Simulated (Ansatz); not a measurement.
Crystal: MgO2.

```xyz
3
Lattice="1.6048 0.9265 3.4940 -1.6048 0.9265 3.4940 0.0000 -1.8530 3.4940" Properties=species:S:1:pos:R:3 pbc="T T T"
Mg    0.0000    0.0000    0.0000
O     0.0000    0.0000    5.9874
O     0.0000    0.0000    4.4945
```

The cell comes from a database or a generator and needn't be the stable form of this composition.

Base run:

| Property | Result |
| --- | --- |
| Program | Ansatz 0.2.0 |
| Functional | PBE0 |
| Potentials or basis | Ansatz PAW |
| Cutoff | 420 eV (not typed: the program's choice for these potentials) |
| k mesh | 6 × 6 × 6 |
| Occupations | fermi-dirac, width 0.05 eV |
| Spin | no spin polarisation |

Its results: band gap on the k mesh 5.29 eV, direct; pressure -6.8 GPa; largest force 0.992 eV/Å.

Question: The run is repeated on the same cell with these changes: functional from PBE0 to HSE06. What comes out?

Answer: Band gap on the k mesh 4.51 eV, direct; pressure -6.8 GPa; largest force 0.985 eV/Å.

Caveats: the PAW data sets come from PBE, with cores solved anew for the run's functional, which leaves a small shift of forces and pressure; the thresholds are loose for stress.
